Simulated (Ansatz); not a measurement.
# CdS (F-43m): how the settings move a single-point run

Aim: see which settings change the result for CdS (F-43m), by how much, and at what cost.

The COD entry's cell or inner coordinates are ideal or old and differ from later refinements, so a difference from it is no clean test against experiment.

Program: Ansatz 0.2.0. Level of theory: reference: DFT PBE, scalar-relativistic, plane waves, PAW. These are calculated values, not measurements.

3 further runs of the same task are left out: 1 that didn't finish, 2 set aside as unsound or not needed. Runs told in other sessions of the task aren't counted.

### 1 The structure to begin with

Symmetry: F-43m, No. 216, cubic system. Conventional cell: a = 5.927 Å, b = 5.927 Å, c = 5.927 Å, α = 90.00°, β = 90.00°, γ = 90.00°. Cd (site symmetry -43m) has 4 S at 2.57 Å in its first shell of neighbours. S (site symmetry -43m) is surrounded by 4 Cd at 2.57 Å.

Coordinates:

```
Cd S
1.0
     0.00000    2.96335    2.96335
     2.96335    0.00000    2.96335
     2.96335    2.96335    0.00000
Cd S
1 1
Direct
  0.00000 0.00000 0.00000
  0.75000 0.75000 0.75000
```

### 2 Reference

input.yaml

```yaml
crystal:
  lattice:
    - [0.0, 2.9633540255, 2.9633540255]
    - [2.9633540255, 0.0, 2.9633540255]
    - [2.9633540255, 2.9633540255, 0.0]
  atoms:
    - { symbol: Cd, position: [0.0, 0.0, 0.0] }
    - { symbol: S, position: [0.75, 0.75, 0.75] }
basis:
  ecutwfc: 420
  ecutrho_ratio: 4
kpoints:
  mp_grid: { grid: [10, 10, 10] }
hamiltonian:
  xc: pbe
scf:
  occupations: { method: gaussian, width: 0.05 }
output:
  forces: true
  stress: true
  eigenvalues: true
```

On the command line:

```
$ ansatz run input.yaml --threads 2 --pin off --max-ram 2662MiB --backend cpu --events-out ev --progress --plain --runs-dir out
```

### 3 Variant: starting moments, xc rpbe, spin_polarized true

input.yaml

```yaml
crystal:
  lattice:
    - [0.0, 2.9633540255, 2.9633540255]
    - [2.9633540255, 0.0, 2.9633540255]
    - [2.9633540255, 2.9633540255, 0.0]
  atoms:
    - { symbol: Cd, position: [0.0, 0.0, 0.0], spin: 1.0 }
    - { symbol: S, position: [0.75, 0.75, 0.75], spin: -0.5 }
basis:
  ecutwfc: 420
  ecutrho_ratio: 4
kpoints:
  mp_grid: { grid: [10, 10, 10] }
hamiltonian:
  xc: rpbe
scf:
  occupations: { method: gaussian, width: 0.05 }
output:
  forces: true
  stress: true
  write_density: true
  write_potential: true
  elf: true
  volumetric_format: npy
magnetization:
  spin_polarized: true
```

### 4 Changed: ecutwfc 29.4 Ry

Edit input.yaml of step 2 so:

```diff
@@ -9,3 +9,3 @@
 basis:
-  ecutwfc: 420
+  ecutwfc: "29.4 Ry"
   ecutrho_ratio: 4
@@ -20,2 +20,5 @@
   stress: true
-  eigenvalues: true
+  write_density: true
+  write_potential: true
+  elf: true
+  volumetric_format: npy
```

### 5 Changing settings: mp_grid.grid [15, 15, 15]

Edit input.yaml of step 2 so:

```diff
@@ -12,3 +12,3 @@
 kpoints:
-  mp_grid: { grid: [10, 10, 10] }
+  mp_grid: { grid: [15, 15, 15] }
 hamiltonian:
@@ -20,2 +20 @@
   stress: true
-  eigenvalues: true
```

### 6 Changed: ecutwfc 700 eV, xc_grid 1, occupations.method tetrahedron, width left out

Edit input.yaml of step 2 so:

```diff
@@ -9,4 +9,5 @@
 basis:
-  ecutwfc: 420
+  ecutwfc: "700 eV"
   ecutrho_ratio: 4
+  xc_grid: 1
 kpoints:
@@ -16,3 +17,3 @@
 scf:
-  occupations: { method: gaussian, width: 0.05 }
+  occupations: { method: tetrahedron }
 output:
@@ -20,2 +21,5 @@
   stress: true
-  eigenvalues: true
+  write_density: true
+  write_potential: true
+  elf: true
+  volumetric_format: npy
```

### 7 Variant: xc revpbe

Edit input.yaml of step 2 so:

```diff
@@ -14,3 +14,3 @@
 hamiltonian:
-  xc: pbe
+  xc: revpbe
 scf:
@@ -20,2 +20 @@
   stress: true
-  eigenvalues: true
```

**Question.** What will these runs give? Wanted: for each run, ending; energy change; pressure; gap; force.

As calculated:

```
                                                                         run     ending        energy change  pressure (GPa)  gap (eV)  force (eV/Å)  cycles    time
                                                                   reference  converged                    0             0.0      1.04          0.00       6  0.53 s
                           1: starting moments, xc rpbe, spin_polarized true  converged       not comparable             2.1      1.23          0.00      14   2.5 s
                                                          2: ecutwfc 29.4 Ry  converged        +0.4 meV/atom             0.0      1.04          0.00       6  0.68 s
                                                3: mp_grid.grid [15, 15, 15]  converged         0.0 meV/atom             0.0      1.04          0.00       6   1.1 s
4: ecutwfc 700 eV, xc_grid 1, occupations.method tetrahedron, width left out  converged  -1.5 meV/atom (σ→0)             0.0      1.04          0.00       5  0.99 s
                                                                5: xc revpbe  converged       not comparable             1.5      1.18          0.00       6  0.54 s
```

Times don't compare one to one where runs were asked for different outputs or read a saved state (see the inputs); cycles may leave out searches for a lower state.

Residual by cycle in the longest SCF loop of each run; runs are numbered as in the table. The quantity is the density residual dr2, in eV.

```
cycle  reference    run 1   run 2   run 3   run 4    run 5
    1     3.2e-4    0.435  3.3e-4  3.2e-4  3.2e-4  0.00303
    2     3.6e-5    0.109  4.2e-5  3.6e-5  2.4e-5   2.2e-4
    3     3.5e-6   0.0155  3.7e-6  3.6e-6  5.3e-6   4.8e-5
    5     1.5e-8   3.6e-5  1.7e-8  1.5e-8  3.2e-8   1.2e-6
    6     1.7e-9   9.6e-6  2.3e-9  1.7e-9       -   1.0e-8
    7          -   2.6e-7       -       -       -        -
    8          -   1.5e-7       -       -       -        -
    9          -   3.1e-8       -       -       -        -
   10          -   2.9e-8       -       -       -        -
   12          -   8.4e-9       -       -       -        -
   13          -   2.8e-9       -       -       -        -
   14          -  6.2e-12       -       -       -        -
```

What this shows: Run 2 ran under the cutoff that the potentials recommend, as the log warns, so basis error is mixed into its values.

These are semilocal Kohn-Sham gaps, which aren't the measured quantity. Such gaps usually fall short of the measured ones.
